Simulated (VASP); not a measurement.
# Tc (Fm-3m) in VASP: a series of runs

Aim: see how the results for Tc move with the level of theory and the settings. Levels: PBE+D3+U, LDA. Tasks: relaxation of cell and atoms, single point.

Program: VASP 6.6.1. These are calculated values, not measurements. Logs are shortened: lines on timing, memory, paths and dates and some standing lists are left out, and cuts for length are marked.

### 1 The structure

Symmetry: Fm-3m, No. 225, cubic system. The conventional cell has a = 3.900 Å, b = 3.900 Å, c = 3.900 Å, α = 90.00°, β = 90.00°, γ = 90.00°. Around Tc (site symmetry m-3m) lie 12 Tc at 2.76 Å.

This isn't the form of Tc at room conditions, which is hcp.

### 2 Relaxation of cell and atoms, PBE+D3+U

Input file run.py:

```python
from ase.calculators.vasp import Vasp
from ase.filters import FrechetCellFilter
from ase.io import read
from ase.optimize import FIRE

atoms = read('Tc.cif', primitive_cell=True, subtrans_included=False)
calc = Vasp(
    directory='calc',
    xc='pbe',
    pp='PBE',
    setups='minimal',
    prec='Accurate',
    encut=580,
    ediff=1e-07,
    ismear=1,
    sigma=0.2,
    lreal=False,
    lasph=True,
    nelm=100,
    algo='Normal',
    isif=2,
    lwave=False,
    lcharg=False,
    lmaxmix=4,
    ldautype=2,
    ldauprint=1,
    ivdw=11,
    ldau_luj={'Tc': {'L': 2, 'U': 5, 'J': 0.5}},
    kpts=[12, 12, 12],
    gamma=True,
)
atoms.calc = calc
opt = FIRE(FrechetCellFilter(atoms), trajectory='relax.traj')
converged = opt.run(fmax=0.01, steps=40)
print('converged:', converged)

print('energy (eV):', atoms.get_potential_energy())
print('free energy (eV):', atoms.get_potential_energy(force_consistent=True))
print('forces (eV/A):')
print(atoms.get_forces())
print('stress (eV/A^3, Voigt):', atoms.get_stress())
print('Fermi level (eV):', calc.get_fermi_level())
print('cell (A, degrees):', atoms.cell.cellpar())
print('volume (A^3):', atoms.get_volume())
print('scaled positions:')
print(atoms.get_scaled_positions())
```

Input file Tc.cif:

```cif
data_Tc
_cell_length_a 3.90000000
_cell_length_b 3.90000000
_cell_length_c 3.90000000
_cell_angle_alpha 90.00000000
_cell_angle_beta 90.00000000
_cell_angle_gamma 90.00000000
_space_group_name_H-M_alt 'Fm-3m'
_space_group_name_Hall '-F 4 2 3'
_space_group_IT_number 225
loop_
_space_group_symop_operation_xyz
'x,y,z'
'-x,-y,-z'
'-y,x,z'
'y,-x,-z'
'-x,-y,z'
'x,y,-z'
'y,-x,z'
'-y,x,-z'
'x,-y,-z'
'-x,y,z'
'-y,-x,-z'
'y,x,z'
'-x,y,-z'
'x,-y,z'
'y,x,-z'
'-y,-x,z'
'z,x,y'
'-z,-x,-y'
'z,-y,x'
'-z,y,-x'
'z,-x,-y'
'-z,x,y'
'z,y,-x'
'-z,-y,x'
'-z,x,-y'
'z,-x,y'
'-z,-y,-x'
'z,y,x'
'-z,-x,y'
'z,x,-y'
'-z,y,x'
'z,-y,-x'
'y,z,x'
'-y,-z,-x'
'x,z,-y'
'-x,-z,y'
'-y,z,-x'
'y,-z,x'
'-x,z,y'
'x,-z,-y'
'-y,-z,x'
'y,z,-x'
'-x,-z,-y'
'x,z,y'
'y,-z,-x'
'-y,z,x'
'x,-z,y'
'-x,z,-y'
'x,y+1/2,z+1/2'
'-x,-y+1/2,-z+1/2'
'-y,x+1/2,z+1/2'
[... 62 lines left out ...]
'-z+1/2,-x,-y+1/2'
'z+1/2,-y,x+1/2'
'-z+1/2,y,-x+1/2'
'z+1/2,-x,-y+1/2'
'-z+1/2,x,y+1/2'
'z+1/2,y,-x+1/2'
'-z+1/2,-y,x+1/2'
'-z+1/2,x,-y+1/2'
'z+1/2,-x,y+1/2'
'-z+1/2,-y,-x+1/2'
'z+1/2,y,x+1/2'
'-z+1/2,-x,y+1/2'
'z+1/2,x,-y+1/2'
'-z+1/2,y,x+1/2'
'z+1/2,-y,-x+1/2'
'y+1/2,z,x+1/2'
'-y+1/2,-z,-x+1/2'
'x+1/2,z,-y+1/2'
'-x+1/2,-z,y+1/2'
'-y+1/2,z,-x+1/2'
'y+1/2,-z,x+1/2'
'-x+1/2,z,y+1/2'
'x+1/2,-z,-y+1/2'
'-y+1/2,-z,x+1/2'
'y+1/2,z,-x+1/2'
'-x+1/2,-z,-y+1/2'
'x+1/2,z,y+1/2'
'y+1/2,-z,-x+1/2'
'-y+1/2,z,x+1/2'
'x+1/2,-z,y+1/2'
'-x+1/2,z,-y+1/2'
'x+1/2,y+1/2,z'
'-x+1/2,-y+1/2,-z'
'-y+1/2,x+1/2,z'
'y+1/2,-x+1/2,-z'
'-x+1/2,-y+1/2,z'
'x+1/2,y+1/2,-z'
'y+1/2,-x+1/2,z'
'-y+1/2,x+1/2,-z'
'x+1/2,-y+1/2,-z'
'-x+1/2,y+1/2,z'
'-y+1/2,-x+1/2,-z'
'y+1/2,x+1/2,z'
'-x+1/2,y+1/2,-z'
'x+1/2,-y+1/2,z'
'y+1/2,x+1/2,-z'
'-y+1/2,-x+1/2,z'
'z+1/2,x+1/2,y'
'-z+1/2,-x+1/2,-y'
'z+1/2,-y+1/2,x'
'-z+1/2,y+1/2,-x'
'z+1/2,-x+1/2,-y'
'-z+1/2,x+1/2,y'
'z+1/2,y+1/2,-x'
'-z+1/2,-y+1/2,x'
'-z+1/2,x+1/2,-y'
'z+1/2,-x+1/2,y'
'-z+1/2,-y+1/2,-x'
'z+1/2,y+1/2,x'
'-z+1/2,-x+1/2,y'
'z+1/2,x+1/2,-y'
'-z+1/2,y+1/2,x'
'z+1/2,-y+1/2,-x'
'y+1/2,z+1/2,x'
'-y+1/2,-z+1/2,-x'
'x+1/2,z+1/2,-y'
'-x+1/2,-z+1/2,y'
'-y+1/2,z+1/2,-x'
'y+1/2,-z+1/2,x'
'-x+1/2,z+1/2,y'
'x+1/2,-z+1/2,-y'
'-y+1/2,-z+1/2,x'
'y+1/2,z+1/2,-x'
'-x+1/2,-z+1/2,-y'
'x+1/2,z+1/2,y'
'y+1/2,-z+1/2,-x'
'-y+1/2,z+1/2,x'
'x+1/2,-z+1/2,y'
'-x+1/2,z+1/2,-y'
loop_
_atom_site_label
_atom_site_type_symbol
_atom_site_symmetry_multiplicity
_atom_site_Wyckoff_symbol
_atom_site_fract_x
_atom_site_fract_y
_atom_site_fract_z
_atom_site_occupancy
Tc1 Tc 4 a 0.0000000000 0.0000000000 0.0000000000 1
```

Potentials or basis: VASP PAW PBE potentials, release 64 (Tc).

Launch:

```sh
$ python run.py
```

The log of the run:

```text
Step     Time          Energy          fmax
FIRE:    0       -5.326145        1.701760
FIRE:    1       -5.385473        0.606513
FIRE:    2       -5.368798        1.131514
FIRE:    3       -5.377461        0.901700
FIRE:    4       -5.388191        0.500679
FIRE:    5       -5.393207        0.022466
[... 9 lines left out ...]
FIRE:   15       -5.393214        0.010194
FIRE:   16       -5.393214        0.009836
converged: True
energy (eV): -5.39402511
free energy (eV): -5.39321431
forces (eV/A):
[[ 0.  0. -0.]]
stress (eV/A^3, Voigt): [-0.00071641 -0.00071641 -0.00071641  0.          0.          0.        ]
Fermi level (eV): 13.98860293
cell (A, degrees): [ 2.68779344  2.68779344  2.68779344 60.         60.         60.        ]
volume (A^3): 13.7300674910976
scaled positions:
[[0. 0. 0.]]
```

OUTCAR:

```text
ENCUT = 580.000000
   EDIFF = 1.00e-07
   GGA = PE
   PREC = Accurate
   ISIF = 2
   ISMEAR = 1
   NELM = 100
   IVDW = 11
   LASPH = .TRUE.
   LREAL = .FALSE.
 IVDW          = 11

 ion  position               nearest neighbor table
   1  0.000  0.000  0.000-

  LATTYP: Found a face centered cubic cell.
 ALAT       =     3.8011139385

  Lattice vectors:

 A1 = (   0.0000000000,   1.9005569693,   1.9005569693)
 A2 = (   1.9005569693,   0.0000000000,   1.9005569693)
 A3 = (   1.9005569693,   1.9005569693,  -0.0000000000)

Analysis of symmetry for initial positions (statically):
=====================================================================
 Subroutine PRICEL returns:
 Original cell was already a primitive cell.

 Routine SETGRP: Setting up the symmetry group for a
 face centered cubic supercell.

 Subroutine GETGRP returns: Found 48 space group operations
 (whereof 48 operations were pure point group operations)
 out of a pool of 48 trial point group operations.

The static configuration has the point symmetry O_h .

Analysis of symmetry for dynamics (positions and initial velocities):
=====================================================================
[... 213 lines left out ...]
  o =  0.4433  v =  0.0000  0.0000  0.0000  0.0000  0.0000 -0.0000 -0.0000 -0.9690 -0.0000  0.2472      0.0000  0.0000  0.0000  0.0000  0.0000  0.0000  0.0000  0.0000  0.0000  0.0000
  o =  0.6515  v =  0.0000  0.0000  0.0000  0.0000  0.0000  0.6567  0.6476 -0.0000  0.3865  0.0000      0.0000  0.0000  0.0000  0.0000  0.0000  0.0000  0.0000  0.0000  0.0000  0.0000
  o =  0.6515  v =  0.6567  0.6476 -0.0000  0.3865  0.0000  0.0000  0.0000  0.0000  0.0000  0.0000      0.0000  0.0000  0.0000  0.0000  0.0000  0.0000  0.0000  0.0000  0.0000  0.0000
  o =  0.6515  v =  0.0000  0.0000  0.0000  0.0000  0.0000 -0.1839  0.6345  0.0000 -0.7507  0.0000      0.0000  0.0000  0.0000  0.0000  0.0000  0.0000  0.0000  0.0000  0.0000  0.0000
  o =  0.6515  v = -0.1839  0.6345  0.0000 -0.7507  0.0000  0.0000  0.0000  0.0000  0.0000  0.0000      0.0000  0.0000  0.0000  0.0000  0.0000  0.0000  0.0000  0.0000  0.0000  0.0000
  o =  0.6515  v = -0.7314  0.4220 -0.0000  0.5358 -0.0000  0.0000  0.0000  0.0000  0.0000  0.0000      0.0000  0.0000  0.0000  0.0000  0.0000  0.0000  0.0000  0.0000  0.0000  0.0000
  o =  0.6515  v =  0.0000  0.0000  0.0000  0.0000  0.0000 -0.7314  0.4220 -0.0000  0.5358 -0.0000      0.0000  0.0000  0.0000  0.0000  0.0000  0.0000  0.0000  0.0000  0.0000  0.0000

 number of electron       7.0000000 magnetization

 Free energy of the ion-electron system (eV)
  ---------------------------------------------------
  ext. energy  EPLUGINS =         0.00000000
  ---------------------------------------------------
  free energy    TOTEN  =        -4.82498788 eV

  energy without entropy =       -4.82742030  energy(sigma->0) =       -4.82579868

 E-fermi :  13.9886     XC(G=0): -13.6791

 val. band max:       13.9661583719   @ k =  -0.1667   0.1667   0.0000
 cond. band min:      14.0054332318   @ k =   0.5000   0.2500  -0.0000
 fundamental gap:      0.0392748600
 Fermi energy:        13.9886029261

------------------------ aborting loop because EDIFF is reached ----------------------------------------

 Edisp (eV)   -0.56823

 E8    (eV) :    -0.3470

  FORCE on cell =-STRESS in cart. coord.  units (eV):
  Direction    XX          YY          ZZ          XY          YZ          ZX
  --------------------------------------------------------------------------------------
  -------------------------------------------------------------------------------------
  Total       0.00984     0.00984     0.00984     0.00000    -0.00000    -0.00000
  in kB       1.14781     1.14781     1.14781     0.00000    -0.00000    -0.00000
  external pressure =        1.15 kB  Pullay stress =        0.00 kB

 VOLUME and BASIS-vectors are now :
 -----------------------------------------------------------------------------
  energy-cutoff  :      580.00
  volume of cell :       13.73
      direct lattice vectors                 reciprocal lattice vectors
     0.000000000  1.900556969  1.900556969    -0.263080775  0.263080775  0.263080775
     1.900556969  0.000000000  1.900556969     0.263080775 -0.263080775  0.263080775
     1.900556969  1.900556969 -0.000000000     0.263080775  0.263080775 -0.263080775

 POSITION                                       TOTAL-FORCE (eV/Angst)
 -----------------------------------------------------------------------------------
      0.00000      0.00000      0.00000         0.000000      0.000000     -0.000000
 -----------------------------------------------------------------------------------
    total drift:                               -0.000000      0.000000     -0.000000

  FREE ENERGIE OF THE ION-ELECTRON SYSTEM (eV)
  ---------------------------------------------------
  free  energy   TOTEN  =        -5.3932143107 eV

  energy  without entropy=       -5.3956467388  energy(sigma->0) =       -5.39402512
```

INCAR:

```text
ENCUT = 580.000000
SIGMA = 0.200000
EDIFF = 1.00e-07
ALGO = Normal
GGA = PE
PREC = Accurate
ISIF = 2
ISMEAR = 1
LDAUPRINT = 1
LDAUTYPE = 2
LMAXMIX = 4
NELM = 100
IVDW = 11
LASPH = .TRUE.
LCHARG = .FALSE.
LWAVE = .FALSE.
LREAL = .FALSE.
LDAU = .TRUE.
LDAUL = 2
LDAUU = 5.000
LDAUJ = 0.500
```

It used 130 s of CPU time on 1 thread of Intel(R) Xeon(R) Platinum 8559C (Emerald Rapids), on a shared host, which was overloaded at the time.

Results:

| Item | Value |
| --- | --- |
| Free energy | -5.3932 eV |
| Relaxed volume | 13.73 Å³/atom |
| Relaxed cell | a = 2.688 Å, b = 2.688 Å, c = 2.688 Å, α = 60.00°, β = 60.00°, γ = 60.00° |
| Space group after relaxing (to 0.05 Å) | Fm-3m (No. 225) |
| Energy gained by relaxing | 68.1 meV/atom |
| Ionic steps | 17 |
| Pressure after relaxing | 0.1 GPa |
| Band gap on the k mesh | none (metal or under the smearing width) |
| Dispersion energy per atom | -0.568 eV |

Step by step:
| step | energy change (eV) | largest force (eV/Å) | pressure (GPa) | volume (Å³) |
| --- | --- | --- | --- | --- |
| 1 | 0.0000 | 0.0000 | -18.39 | 14.83 |
| 2 | -0.0600 | 0.0000 | -6.90 | 14.09 |
| 3 | -0.0440 | 0.0000 | 13.79 | 13.15 |
| 4 | -0.0526 | 0.0000 | 10.89 | 13.26 |
| 5 | -0.0633 | 0.0000 | 5.96 | 13.46 |
| 6 | -0.0681 | 0.0000 | 0.26 | 13.72 |
| 7 | -0.0639 | 0.0000 | -5.00 | 13.99 |
| 8 | -0.0642 | 0.0000 | -4.79 | 13.98 |
| 9 | -0.0649 | 0.0000 | -4.36 | 13.95 |
| 10 | -0.0657 | 0.0000 | -3.74 | 13.92 |
| 11 | -0.0666 | 0.0000 | -2.95 | 13.88 |
| 12 | -0.0674 | 0.0000 | -2.02 | 13.83 |
| 13 | -0.0679 | 0.0000 | -0.98 | 13.78 |
| 14 | -0.0681 | 0.0000 | 0.12 | 13.73 |
| 15 | -0.0681 | 0.0000 | 0.12 | 13.73 |
| 16 | -0.0681 | 0.0000 | 0.12 | 13.73 |
| 17 | -0.0681 | 0.0000 | 0.11 | 13.73 |

Final structure:
```
CELL_PARAMETERS angstrom
0.00000 1.90056 1.90056
1.90056 0.00000 1.90056
1.90056 1.90056 0.00000
ATOMIC_POSITIONS crystal
Tc 0.00000 0.00000 0.00000
```

Eigenvalues of the final occupation matrices:
```
    site  spin  trace               eigenvalues
site 1 d     1   2.84  0.44 0.44 0.65 0.65 0.65
site 1 d     2   2.84  0.44 0.44 0.65 0.65 0.65
```

Caveat: U without spin polarisation on a metal has little footing; pairwise dispersion overbinds metals, which lowers pressure and volume; the U is typed as a test and isn't derived for this compound.

### 3 Single point, LDA

Input file INCAR:

```
PREC     = Accurate       # precision mode
ENCUT    = 520            # plane-wave cutoff, eV
EDIFF    = 1E-7           # SCF threshold, eV
ISMEAR   = 0              # smearing method
SIGMA    = 0.05           # smearing width, eV
LREAL    = F              # projectors in reciprocal space
LASPH    = T              # aspherical terms in the spheres
NELM     = 80             # most SCF steps
ALGO     = Fast           # electronic algorithm
ISIF     = 2              # what is computed and relaxed
LWAVE    = F              # write WAVECAR
LCHARG   = T              # write CHGCAR
LELF     = T              # ELF
LVHAR    = T            
NBANDS   = 12             # bands
```

Input file KPOINTS:

```
regular mesh
0
Gamma
  12 12 12
```

Input file POSCAR:

```
Tc
2.7577
    0.000000000000      0.707110998296      0.707110998296
    0.707110998296      0.000000000000      0.707110998296
    0.707110998296      0.707110998296      0.000000000000
Tc
1
Direct
    0.0000000000      0.0000000000      0.0000000000
```

Potentials or basis: VASP PAW LDA potentials, release 64 (Tc_pv).

Launch:

```sh
$ cat potpaw_LDA.64/Tc_pv/POTCAR > POTCAR
$ mpirun -np 1 vasp_std > vasp.out
```

Run time: 9.3 s. Hardware: 1 thread of Intel Xeon Platinum 8375C at 2.90GHz (Ice Lake), shared host; peak memory 0.13 GiB.

Results (log left out):

* Free energy: -11.5894 eV
* Pressure: -20.2 GPa
* Band gap on the k mesh: none (metal or under the smearing width)

Levels at points of the mesh, in eV from the Fermi level:
| k point | band 4 | band 5 | band 6 | band 7 | band 8 | band 9 | band 10 | band 11 |
| --- | --- | --- | --- | --- | --- | --- | --- | --- |
| (0.00, 0.00, 0.00) | -7.43 | -1.79 | -1.79 | -1.79 | 0.71 | 0.71 | 13.96 | 19.33 |
| (0.50, 0.00, 0.00) | -5.43 | -1.95 | -1.95 | 1.16 | 2.67 | 2.67 | 10.27 | 13.60 |
| (0.50, 0.50, 0.00) | -5.76 | -5.18 | 2.61 | 3.23 | 3.23 | 3.67 | 12.72 | 12.72 |

Caveat: so large a pressure means that the cell lies far from this level's equilibrium, or that cutoff or potentials fall short.

### 4 The reference run

An earlier run on the cell as given: functional PBE; potentials or basis VASP PAW PBE potentials, release 64 (Tc_pv); cutoff 520 eV; k mesh 12 × 12 × 12; occupations fermi-dirac, width 0.05 eV; no spin polarisation.

- Pressure: -6.9 GPa
- Band gap on the k mesh: none (metal or under the smearing width)

### 5 Summary

| task | level | potentials or basis | U | cell | cutoff (eV) | smearing | LDAUTYPE | hund's J | optimiser | gap on the mesh (eV) | pressure (GPa) |
| --- | --- | --- | --- | --- | --- | --- | --- | --- | --- | --- | --- |
| relaxation of cell and atoms | PBE+D3+U | VASP PAW PBE potentials, release 64 (Tc) | Tc d U = 5 eV, J = 0.5 eV | relaxed | 580 | methfessel-paxton 0.2 eV | 2 | 0.5 | FIRE | none | 0.1 |
| single point | LDA | VASP PAW LDA potentials, release 64 (Tc_pv) | - | as given | 520 | gaussian 0.05 eV | - | - | - | none | -20.2 |
| single point | PBE | VASP PAW PBE potentials, release 64 (Tc_pv) | - | as given | 520 | fermi-dirac 0.05 eV | - | - | - | none | -6.9 |

Alike in all rows: no spin polarisation; k mesh 12 × 12 × 12.

Caveats: U without spin polarisation on a metal has little footing (some runs); pairwise dispersion overbinds metals, which lowers pressure and volume (some runs); the U is typed as a test and isn't derived for this compound (some runs); so large a pressure means that the cell lies far from this level's equilibrium, or that cutoff or potentials fall short (some runs).

Total energies depend on the potentials used, so only differences within one code and one set of settings carry meaning.
